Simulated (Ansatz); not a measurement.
# WC (Fm-3m) in Ansatz: a series of runs

Aim: see how the results for WC move with the level of theory and the settings. Levels: PBEsol+D4, PBEsol, PBEsol+U. Tasks: relaxation of cell and atoms.

All numbers are computed with Ansatz 0.2.0; they aren't measurements. Logs are shortened: lines on timing, memory, paths and dates and some standing lists are left out, and cuts for length are marked.

### Step 1. The structure

It takes space group Fm-3m (No. 225, cubic). Conventional cell: a = 4.385 Å, b = 4.385 Å, c = 4.385 Å, α = 90.00°, β = 90.00°, γ = 90.00°. W (site symmetry m-3m) has 6 C at 2.19 Å as nearest neighbours. Around C (site symmetry m-3m) lie 6 W at 2.19 Å.

Measurements of this composition are mostly on another form, of space group No. 187.

### Step 2. Relaxation of cell and atoms, PBEsol+D4

Contents of input.yaml:

```yaml
crystal:
  lattice:
    - [0.0, 2.192684, 2.192684]
    - [2.192684, 0.0, 2.192684]
    - [2.192684, 2.192684, 0.0]
  atoms:
    - { symbol: W, position: [0.0, 0.0, 0.0] }
    - { symbol: C, position: [0.5, 0.5, 0.5] }
hamiltonian:
  xc: pbesol
  pseudopotentials: { kind: paw }
  dispersion: d4
kpoints:
  mp_grid: { grid: [10, 10, 10] }
scf:
  occupations: { method: fermi_dirac, width: 0.05 }
output:
  forces: true
  stress: true
  eigenvalues: true
relax:
  f_tol: 0.01
  max_steps: 40
  cell: { stress_tol: 0.05 }
```

Potentials or basis: Ansatz PAW.

On the command line:

```console
$ ansatz run input.yaml --threads 2 --pin off --max-ram 5632MiB --backend cpu --events-out ev --progress --plain --runs-dir out
```

Standard output:

```text
Warning: RAYON_NUM_THREADS=2 ignored (pool sized by the plan → 2); use --threads N
Engine: ansatz 0.2.0, x86_64-unknown-linux-gnu
Pseudopotentials: kind: paw
Pseudopotential: W, paw, valence charge 14, recommended cutoff 420 eV (normal), W.paw.azcp
Pseudopotential: C, paw, valence charge 4, recommended cutoff 420 eV (normal), C.paw.azcp
Functional definition: PBEsol
  exchange = pbesol_x
  correlation = pbesol_c
Crystal: 2 atoms, lattice volume = 21.084 Å³
Basis set: ecut = 420 eV, 411 PW (Γ), exchange–correlation on 48×48×48 points (8 copies of the dense FFT grid, shifted against one another)
Bands: 13, of which v1, the nominal top of the filled ones, is band 9 counted from 1 (8 counted from 0)
Symmetry: 48 space group operations
Space group: Fm-3m (ITA 225), of the structure as read, at distance tolerance 2.8e-5 Å
k-points: 47 of 1000
Non-local potential: W, projectors of the file, l = 0: 3, l = 1: 2, l = 2: 2, l = 3: 1
Non-local potential: C, projectors of the file, l = 0: 2, l = 1: 2, l = 2: 1
PAW form: soft (Blöchl's): semilocal exchange-correlation on the pseudo side does not see the compensation charge
PAW frozen core: W, regenerated for the run's functional, and the local potential with it (the file was generated under x = pbe(κ = 0.804, μ = 0.2195149727645171), c = pbe(β = 0.06672455060314922))
PAW frozen core: C, regenerated for the run's functional, and the local potential with it (the file was generated under x = pbe(κ = 0.804, μ = 0.2195149727645171), c = pbe(β = 0.06672455060314922))
PAW one-centre angular grid: W, 590 points (default); XC on 64 Gauss nodes
PAW one-centre angular grid: C, 110 points (default); XC on 64 Gauss nodes
Initial density: superposition of atomic densities (neutral atoms: chi_scale 0, normalization atom), corrected by the library's trained network
Initial wavefunctions: pseudopotential atomic-orbital guess
Functional: x = pbesol(κ = 0.804, μ = 0.12345679012345678), c = pbesol(β = 0.046)
SCF iter   1: F=—  HF=-10503.385369 eV  |F-HF|=—  |Δ(HF+E_count)|=         —  Δρ=7.03e-3  dr2=9.25e-3  ethr=1.77e-3  ⟨swp⟩=5.2  Hψ=6865  notcnv=0  defer=44
automatic band count: the SCF goes on with 17 bands, as 13 were too few: the levels above may hold too much charge
preconditioner: auto → none  [insulator: Δε(μ)=0.157 eV  Ē_g=14.538 eV  σ=0.050 eV  W_gap=0.62  n_scr=8 (ndim 8)  ℏωp=25.6 eV  f_vac=0.000  D(μ)=0.72/eV (n_scr^D=8)  ε∞_Penn≈4.1]
SCF iter   2: F=—  HF=-10503.383758 eV  |F-HF|=—  |Δ(HF+E_count)|=   1.61e-3  Δρ=3.21e-3  dr2=1.99e-3  ethr=5.14e-5  ⟨swp⟩=1.1  Hψ=1179  notcnv=0  defer=60
SCF iter   3: F=—  HF=-10503.383488 eV  |F-HF|=—  |Δ(HF+E_count)|=   2.70e-4  Δρ=3.35e-4  dr2=1.44e-5  ethr=1.10e-5  ⟨swp⟩=1.7  Hψ=801  notcnv=0  defer=60
SCF iter   4: F=—  HF=-10503.383482 eV  |F-HF|=—  |Δ(HF+E_count)|=   6.51e-6  Δρ=6.86e-5  dr2=6.77e-7  ethr=8.01e-8  ⟨swp⟩=1.9  Hψ=854  notcnv=0  defer=60
iter 5 did not close the SCF: its close was put off for the readings that it lacked (scf_convergence_deferred on its scf_iter line)
SCF iter   5: F=-10503.383482 eV  HF=-10503.383482 eV  |F-HF|=3.53e-10  |Δ(HF+E_count)|=   1.28e-8  Δρ=6.93e-6  dr2=3.84e-9  ethr=3.76e-9  ⟨swp⟩=2.0  Hψ=883  notcnv=0  defer=60
SCF iter   6: F=-10503.383482 eV  HF=-10503.383482 eV  |F-HF|=1.35e-10  |Δ(HF+E_count)|=   1.90e-9  Δρ=1.00e-6  dr2=1.70e-10  ethr=2.13e-11  ⟨swp⟩=5.5  Hψ=3013  notcnv=0
SCF 1 converged in 6 iterations: F = -10503.383482 eV  dr2 = 1.70e-10
relax step   1: F+E_penalty+E_count = -10503.38348160 eV  Δ(F+E_penalty+E_count) = +0.000e0 eV  max|allowed force component| = 6.344e-30 eV/Å  Δτ_max = 0.0000 Å  P = -14.111 GPa  Ω = 21.084 Å³  (6 SCF iters, dr2 threshold 1.00e-7 eV, accepted)
Crystal: 2 atoms, lattice volume = 19.922 Å³
Basis set: ecut = 420 eV, 387 PW (Γ), exchange–correlation on 48×48×48 points (8 copies of the dense FFT grid, shifted against one another)
Bands: 17, of which v1, the nominal top of the filled ones, is band 9 counted from 1 (8 counted from 0)
Initial density: handed on by an earlier stage of this run
Initial wavefunctions: those handed on with the density
iter 1 solved again at ethr=2.75e-4 eV; its pass at ethr=3.10e-3 eV (dr2=4.95e-2 eV) is discarded
[... 58 lines left out ...]
SCF iter   2: F=—  HF=-10503.419569 eV  |F-HF|=—  |Δ(HF+E_count)|=   2.79e-7  Δρ=2.93e-5  dr2=2.24e-7  ethr=5.20e-9  ⟨swp⟩=1.0  Hψ=799  notcnv=0
iter 3 did not close the SCF: its close was put off for the readings that it lacked (scf_convergence_deferred on its scf_iter line)
SCF iter   3: F=-10503.419569 eV  HF=-10503.419569 eV  |F-HF|=1.75e-10  |Δ(HF+E_count)|=   5.16e-8  Δρ=2.16e-6  dr2=4.56e-10  ethr=1.25e-9  ⟨swp⟩=1.0  Hψ=808  notcnv=0
iter 4 did not close the SCF: its close was put off for the readings that it lacked (scf_convergence_deferred on its scf_iter line)
SCF iter   4: F=-10503.419569 eV  HF=-10503.419569 eV  |F-HF|=1.64e-11  |Δ(HF+E_count)|=  1.58e-10  Δρ=5.07e-7  dr2=3.72e-11  ethr=2.53e-12  ⟨swp⟩=2.6  Hψ=1190  notcnv=0
iter 5 did not close the SCF: its close was put off for the readings that it lacked (scf_convergence_deferred on its scf_iter line)
SCF iter   5: F=-10503.419569 eV  HF=-10503.419569 eV  |F-HF|=5.46e-12  |Δ(HF+E_count)|=    0.00e0  Δρ=4.41e-8  dr2=1.73e-13  ethr=1.00e-12  ⟨swp⟩=1.0  Hψ=799  notcnv=0
SCF iter   6: F=-10503.419569 eV  HF=-10503.419569 eV  |F-HF|=0.00e0  |Δ(HF+E_count)|=  1.82e-12  Δρ=6.91e-9  dr2=7.34e-15  ethr=1.00e-12  ⟨swp⟩=1.0  Hψ=1786  notcnv=0
SCF 6 converged in 6 iterations: F = -10503.419569 eV  dr2 = 7.34e-15
relax step   6: F+E_penalty+E_count = -10503.41956924 eV  Δ(F+E_penalty+E_count) = -1.150e-5 eV  max|allowed force component| = 2.794e-30 eV/Å  Δτ_max = 0.0000 Å  P = +0.000 GPa  Ω = 20.292 Å³  energy of the carried Pulay correction = +1.006e-5 eV  (6 SCF iters, dr2 threshold 2.28e-8 eV, accepted)
iter 1 solved again at ethr=2.76e-8 eV; its pass at ethr=3.10e-3 eV (dr2=4.97e-6 eV) is discarded
SCF iter   1: F=—  HF=-10503.419519 eV  |F-HF|=—  |Δ(HF+E_count)|=         —  Δρ=6.65e-6  dr2=1.70e-9  ethr=2.76e-8  ⟨swp⟩=3.0  Hψ=5814  notcnv=0
preconditioner: auto → none  [insulator: Δε(μ)=0.129 eV  Ē_g=15.026 eV  σ=0.050 eV  W_gap=0.53  n_scr=8 (ndim 8)  ℏωp=26.1 eV  f_vac=0.000  D(μ)=0.73/eV (n_scr^D=8)  ε∞_Penn≈4.0]
SCF iter   2: F=—  HF=-10503.419517 eV  |F-HF|=—  |Δ(HF+E_count)|=   1.81e-6  Δρ=3.26e-6  dr2=3.06e-10  ethr=9.45e-12  ⟨swp⟩=2.7  Hψ=1266  notcnv=0
iter 3 did not close the SCF: its close was put off for the readings that it lacked (scf_convergence_deferred on its scf_iter line)
SCF iter   3: F=-10503.419517 eV  HF=-10503.419517 eV  |F-HF|=3.64e-12  |Δ(HF+E_count)|=  2.58e-10  Δρ=3.10e-7  dr2=4.88e-12  ethr=1.70e-12  ⟨swp⟩=2.4  Hψ=1032  notcnv=0
iter 4 did not close the SCF: its close was put off for the readings that it lacked (scf_convergence_deferred on its scf_iter line)
SCF iter   4: F=-10503.419517 eV  HF=-10503.419517 eV  |F-HF|=3.64e-12  |Δ(HF+E_count)|=  3.64e-12  Δρ=3.97e-8  dr2=8.81e-14  ethr=1.00e-12  ⟨swp⟩=1.0  Hψ=799  notcnv=0
iter 5 did not close the SCF: its close was put off for the readings that it lacked (scf_convergence_deferred on its scf_iter line)
SCF iter   5: F=-10503.419517 eV  HF=-10503.419517 eV  |F-HF|=3.64e-12  |Δ(HF+E_count)|=  3.64e-12  Δρ=7.06e-9  dr2=7.65e-15  ethr=1.00e-12  ⟨swp⟩=1.0  Hψ=799  notcnv=0
iter 6 did not close the SCF: its close was put off for the readings that it lacked (scf_convergence_deferred on its scf_iter line)
SCF iter   6: F=-10503.419517 eV  HF=-10503.419517 eV  |F-HF|=5.46e-12  |Δ(HF+E_count)|=  3.64e-12  Δρ=9.00e-10  dr2=1.10e-16  ethr=1.00e-12  ⟨swp⟩=1.0  Hψ=799  notcnv=0
SCF iter   7: F=-10503.419517 eV  HF=-10503.419517 eV  |F-HF|=5.46e-12  |Δ(HF+E_count)|=  3.64e-12  Δρ=3.18e-10  dr2=1.78e-17  ethr=1.00e-12  ⟨swp⟩=1.9  Hψ=1913  notcnv=0
SCF 7 converged in 7 iterations: F = -10503.419517 eV  dr2 = 1.78e-17
relax step   7: F+E_penalty+E_count = -10503.41951693 eV  Δ(F+E_penalty+E_count) = +5.231e-5 eV  max|allowed force component| = 2.005e-30 eV/Å  Δτ_max = 0.0000 Å  P = +0.000 GPa  Ω = 20.292 Å³  stress off target by 1.04e-4 GPa  SCF on the basis re-selected at this cell (its energy is not comparable with the rows above)  (7 SCF iters)
basis re-selected at this cell: Δ(F+E_penalty+E_count) = +5.231e-5 eV, ΔP = +0.000 GPa vs the last step (what re-selecting the basis moved, of the pressure what is left beyond the Pulay correction that the steps carried, after the strain that the cell walked since its last selection, with what the two solves' SCF thresholds leave and, on support functions, any second-order correction that the steps lacked; it is no measure of the basis error at this ecutwfc). This SCF's stress stands 1.04e-4 GPa from its target on what of the cell is left free (relax.cell.stress_tol is 5.00e-2 GPa) and its largest allowed force component is 2.01e-30 eV/Å (relax.f_tol is 1.00e-2 eV/Å): within both
SCF converged after 7 iterations
Free energy (F): -10503.419517 eV
Harris-Foulkes:  -10503.419517 eV  (|F-HF|=5.46e-12)
Internal energy: -10503.413347 eV  (E = F + TS)
E sigma→0 (E₀):  -10503.416432 eV
Entropy (-TS):   -0.006170 eV (-3.085 meV/atom)
Fermi energy:    22.624866 eV
--- Per-component energies (eV) ---
  E_band       = -48.712627
  E_kinetic    = 544.322481
  E_local      = -634.546428  (includes V_loc(G=0)·N_el)
  E_nonlocal   = 29.170402
  E_hartree    = 223.343165
  E_xc         = -314.869013
  E_vxc        = -300.506385  (∫ρ·V_xc dr)
  E_paw        = -8531.250258  (= ΣΔE_a)
  E_vpaw       = -133.838960  (= ΣTr[D̂ρ^β])
  E_aug_tail   = -0.000067  (compensation charges beyond the density's cutoff)
  E_ewald      = -1819.248452
  E_disp       = -0.578070  (pairwise vdW)
  E_core_change = 0.242893  (= ΣΔE_core)
  E_smearing   = -0.006170  (= −TS)
  E_closure    = -0.000000  (closes the sum)
  Σ components = -10503.419517   (vs F -10503.419517, Δ=0.00e0)
--- Forces (eV/Å), atoms counted from 1 ---
  atom   1  W     -0.00000000     0.00000000     0.00000000
  atom   2  C      0.00000000    -0.00000000    -0.00000000
  max |Σ_I F_I| component: 3.35e-30 eV/Å
--- Stress (GPa, compression-positive) ---
        0.000104      -0.000000      -0.000000
       -0.000000       0.000104      -0.000000
       -0.000000      -0.000000       0.000104
  P = ⅓ Tr σ = 0.0001 GPa (0.001 kbar)
--- Band table (eV; the first three rows and the last of 47) ---
  k-point 0: bands = ["-52.7119", "-16.7361", "-16.7361", "-16.7361", "6.4560", "19.6615", "19.6615", "19.6615", "21.4725", "21.4725", "21.4725", "21.5643", "21.5643", "29.4662", "32.1468", "46.4110", "46.4110"]
  k-point 1: bands = ["-52.7076", "-16.8046", "-16.7432", "-16.7432", "6.7513", "18.7371", "19.2135", "19.2135", "20.3234", "20.3234", "21.8477", "23.7382", "23.7382", "29.9747", "32.8303", "43.6717", "44.8266"]
  k-point 2: bands = ["-52.6963", "-16.9807", "-16.7619", "-16.7619", "7.5832", "17.0510", "17.7830", "17.7830", "20.9386", "20.9386", "22.3305", "26.1995", "26.1995", "30.9941", "34.3814", "40.6730", "41.6673"]
  k-point 46: bands = ["-52.6514", "-17.2239", "-17.1090", "-16.9853", "9.5807", "16.2685", "16.3348", "16.4392", "22.2382", "23.8497", "25.0184", "26.0921", "27.9486", "34.1349", "35.0327", "36.5993", "39.4846"]
--- Relaxed structure (5 steps of the walk, 5 accepted, 2 SCFs on fresh bases) ---
  F+E_penalty+E_count = -10503.41951693 eV   max|allowed force component| = 2.005e-30 eV/Å   (the final SCF, on the basis selected at the relaxed cell)
  cell:  # Å, volume = 20.2922 Å³
    - [-5.11527007069857e-35, 2.1648775157824156, 2.1648775157824156]
    - [2.1648775157824156, -1.209155725554533e-33, 2.1648775157824156]
    - [2.1648775157824156, 2.1648775157824156, -9.032343080187574e-34]
  atoms:
    - { symbol: W, position: [-2.8591913857083178e-36, 2.4017207639946814e-36, 4.231603250849045e-36] }
    - { symbol: C, position: [0.5, 0.5, 0.5] }
```

Wall time 3.5 s (2 threads of Intel Xeon 6975P-C (Granite Rapids), shared host); peak memory 0.36 GiB.

Results:

* Free energy: -10503.4195 eV
* Relaxed volume: 10.15 Å³/atom
* Relaxed cell: a = 3.062 Å, b = 3.062 Å, c = 3.062 Å, α = 60.00°, β = 60.00°, γ = 60.00°
* Space group after relaxing (to 0.05 Å): Fm-3m (No. 225)
* Energy gained by relaxing: 18.0 meV/atom
* Ionic steps: 7
* Pressure after relaxing: 0.0 GPa
* Band gap on the k mesh: none (metal or under the smearing width)

The path:
```csv
step,energy change (eV),largest force (eV/Å),volume (Å³)
1,0.0000,0.0000,21.08
2,-0.0293,0.0000,19.92
3,-0.0374,0.0000,20.32
4,-0.0375,0.0000,20.30
5,-0.0361,0.0000,20.30
6,-0.0361,0.0000,20.29
7,-0.0360,0.0000,20.29
```

Final structure:
```
W C
1.0
     0.00000    2.16488    2.16488
     2.16488    0.00000    2.16488
     2.16488    2.16488    0.00000
W C
1 1
Direct
  0.00000 0.00000 0.00000
  0.50000 0.50000 0.50000
```

Levels at points of the mesh, in eV from the Fermi level:
| k point | band 7 | band 8 | band 9 | band 10 | band 11 | band 12 |
| --- | --- | --- | --- | --- | --- | --- |
| (0.00, 0.00, 0.00) | -2.96 | -2.96 | -1.15 | -1.15 | -1.15 | -1.06 |
| (0.00, 0.00, -0.50) | -6.91 | -6.91 | 1.07 | 1.07 | 2.43 | 4.91 |
| (0.00, -0.50, -0.50) | -5.72 | -2.58 | -2.58 | 0.87 | 2.38 | 2.38 |

Caveat: the plane-wave basis is chosen anew once the cell has moved, so the energies of steps on either side of that aren't comparable; the pressure holds a Pulay correction of +0.3 GPa for the finite cutoff; pairwise dispersion overbinds metals, which lowers pressure and volume; the PAW data sets come from PBE, with cores solved anew for the run's functional, which leaves a small shift of forces and pressure.

### Step 3. Relaxation of cell and atoms, PBEsol

Changes to input.yaml since step 2:

```diff
@@ -11,3 +11,2 @@
   pseudopotentials: { kind: paw }
-  dispersion: d4
 kpoints:
```

Potentials or basis: Ansatz PAW.

On the command line:

```console
$ ansatz run input.yaml --threads 2 --pin off --max-ram 5632MiB --backend cpu --events-out ev --progress --plain --runs-dir out
```

Standard output:

```text
Warning: RAYON_NUM_THREADS=2 ignored (pool sized by the plan → 2); use --threads N
[... 7 set-up lines as earlier in the session ...]
Crystal: 2 atoms, lattice volume = 21.084 Å³
Basis set: ecut = 420 eV, 411 PW (Γ), exchange–correlation on 48×48×48 points (8 copies of the dense FFT grid, shifted against one another)
Bands: 13, of which v1, the nominal top of the filled ones, is band 9 counted from 1 (8 counted from 0)
[... 2 set-up lines as earlier in the session ...]
k-points: 47 of 1000
[... 8 set-up lines as earlier in the session ...]
[... 119 lines left out ...]
  E_vxc        = -300.104559  (∫ρ·V_xc dr)
  E_paw        = -8531.175585  (= ΣΔE_a)
  E_vpaw       = -133.755317  (= ΣTr[D̂ρ^β])
  E_aug_tail   = -0.000070  (compensation charges beyond the density's cutoff)
  E_ewald      = -1812.951474
  E_core_change = 0.242893  (= ΣΔE_core)
  E_smearing   = -0.006233  (= −TS)
  E_closure    = -0.000000  (closes the sum)
  Σ components = -10502.844198   (vs F -10502.844198, Δ=0.00e0)
--- Forces (eV/Å), atoms counted from 1 ---
  atom   1  W     -0.00000000     0.00000000    -0.00000000
  atom   2  C      0.00000000    -0.00000000     0.00000000
  max |Σ_I F_I| component: 1.84e-30 eV/Å
--- Stress (GPa, compression-positive) ---
       -0.000235      -0.000000      -0.000000
       -0.000000      -0.000235      -0.000000
       -0.000000      -0.000000      -0.000235
  P = ⅓ Tr σ = -0.0002 GPa (-0.002 kbar)
--- Band table (eV; the first three rows and the last of 47) ---
  k-point 0: bands = ["-52.9799", "-17.0056", "-17.0056", "-17.0056", "6.2861", "19.4402", "19.4402", "19.4402", "21.2305", "21.2305", "21.2305", "21.3121", "21.3121", "29.0859", "31.8971", "45.9564", "45.9564"]
  k-point 1: bands = ["-52.9758", "-17.0713", "-17.0125", "-17.0125", "6.5771", "18.5223", "18.9935", "18.9935", "20.0918", "20.0918", "21.5978", "23.4656", "23.4656", "29.5969", "32.5700", "43.2358", "44.3872"]
  k-point 2: bands = ["-52.9651", "-17.2405", "-17.0305", "-17.0305", "7.3981", "16.8441", "17.5768", "17.5768", "20.6993", "20.6993", "22.0721", "25.8987", "25.8987", "30.6236", "34.0849", "40.2698", "41.2622"]
  k-point 46: bands = ["-52.9225", "-17.4747", "-17.3643", "-17.2453", "9.3911", "16.0662", "16.1320", "16.2205", "21.9807", "23.5697", "24.7116", "25.7662", "27.5831", "33.7241", "34.6823", "36.2259", "39.0605"]
--- Relaxed structure (5 steps of the walk, 5 accepted, 2 SCFs on fresh bases) ---
  F+E_penalty+E_count = -10502.84419845 eV   max|allowed force component| = 1.841e-30 eV/Å   (the final SCF, on the basis selected at the relaxed cell)
  cell:  # Å, volume = 20.5044 Å³
    - [-1.1719355675659858e-33, 2.1723968487035976, 2.1723968487035976]
    - [2.1723968487035976, -8.82136283195049e-34, 2.1723968487035976]
    - [2.1723968487035976, 2.1723968487035976, 1.716503453581702e-33]
  atoms:
    - { symbol: W, position: [-1.372411865138621e-36, 1.6011471759958616e-36, 1.14367655428073e-36] }
    - { symbol: C, position: [0.5, 0.5, 0.5] }
```

Run time: 2.7 s. Hardware: 2 threads of Intel Xeon 6975P-C (Granite Rapids), shared host; peak memory 0.37 GiB.

Results:

| Property | Result |
| --- | --- |
| Free energy | -10502.8442 eV |
| Relaxed volume | 10.25 Å³/atom |
| Relaxed cell | a = 3.072 Å, b = 3.072 Å, c = 3.072 Å, α = 60.00°, β = 60.00°, γ = 60.00° |
| Space group after relaxing (to 0.05 Å) | Fm-3m (No. 225) |
| Energy gained by relaxing | 9.5 meV/atom |
| Ionic steps | 7 |
| Pressure after relaxing | 0.0 GPa |
| Band gap on the k mesh | none (metal or under the smearing width) |

The path:
```csv
step,energy change (eV),largest force (eV/Å),volume (Å³)
1,0.0000,0.0000,21.08
2,-0.0161,0.0000,20.24
3,-0.0200,0.0000,20.52
4,-0.0200,0.0000,20.51
5,-0.0190,0.0000,20.51
6,-0.0190,0.0000,20.50
7,-0.0190,0.0000,20.50
```

Final structure:
```
W C
1.0
     0.00000    2.17240    2.17240
     2.17240    0.00000    2.17240
     2.17240    2.17240    0.00000
W C
1 1
Direct
  0.00000 0.00000 0.00000
  0.50000 0.50000 0.50000
```

Caveat: the plane-wave basis is chosen anew once the cell has moved, so the energies of steps on either side of that aren't comparable; the pressure holds a Pulay correction of +0.3 GPa for the finite cutoff; the PAW data sets come from PBE, with cores solved anew for the run's functional, which leaves a small shift of forces and pressure. Spin-orbit coupling is left out, which matters for the levels of W.

[end of part 1 of 2]
